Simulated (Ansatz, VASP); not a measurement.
Given: the input of a run of Ansatz 0.2.0 on ZnSe (Stilleite).

File input.yaml:

```yaml
crystal:
  lattice:
    - [0.0, 2.8338, 2.8338]
    - [2.8338, 0.0, 2.8338]
    - [2.8338, 2.8338, 0.0]
  atoms:
    - { symbol: Se, position: [0.75, 0.75, 0.75] }
    - { symbol: Zn, position: [0.0, 0.0, 0.0] }
kpoints:
  mp_grid: { grid: [8, 8, 8] }
scf:
  occupations: { method: fermi_dirac, width: 0.05 }
hamiltonian:
  xc: rpbe
  dispersion: d4
  pseudopotentials: { kind: all_electron, lapw: { basis_error: 0.001 } }
output:
  forces: true
  stress: true
relax:
  f_tol: 0.005
  max_steps: 60
  cell: {}
```

Potentials or basis: all-electron LAPW, scalar-relativistic.

Launch:

```bash
$ ansatz run input.yaml --threads 1 --pin off --max-ram 3072MiB --backend cpu --events-out ev --progress --plain --runs-dir out
```

Translate it to VASP 6.6.1. Potentials there: VASP PAW PBE potentials, release 64 (Se, Zn).

As run (the cutoff follows the program's own potentials):

File INCAR:

```
SYSTEM = ZnSe
  PREC = Accurate
  ENCUT = 600
  EDIFF = 1E-6
  ISMEAR = -1
  SIGMA = 0.05
  LREAL = .False.
  LASPH = .True.
  NELM = 100
  ALGO = Normal
  ISIF = 3
  LWAVE = .False.
  LCHARG = .False.
  GGA = RP
  IVDW = 13
  IBRION = 2
  NSW = 80
  EDIFFG = -0.005
```

File KPOINTS:

```
regular mesh
0
Gamma
  8 8 8
  0 0 0
```

The input POSCAR:

```
ZnSe
1.0
    0.0000000000      2.8338000000      2.8338000000
    2.8338000000      0.0000000000      2.8338000000
    2.8338000000      2.8338000000      0.0000000000
Se Zn
1 1
Direct
    0.7500000000      0.7500000000      0.7500000000
    0.0000000000      0.0000000000      0.0000000000
```

Potentials or basis: VASP PAW PBE potentials, release 64 (Se, Zn).

Launch:

```sh
$ cat potpaw_PBE.64/Se/POTCAR potpaw_PBE.64/Zn/POTCAR > POTCAR
$ mpirun -np 1 vasp_std > vasp.out
```

Both were run:

|  | VASP | Ansatz | Ansatz less VASP |
| --- | --- | --- | --- |
| relaxed volume (Å³/atom) | 22.56 | 22.47 | -0.088 |
| relaxed cell length with the largest relative difference (Å) | 3.996 | 3.991 | -0.0052 |

Ansatz ran all-electron here, so the differences hold the error of VASP's frozen core and of both bases.

Caveats: the PAW data sets were made with another functional, which shifts forces and pressure a little (VASP).
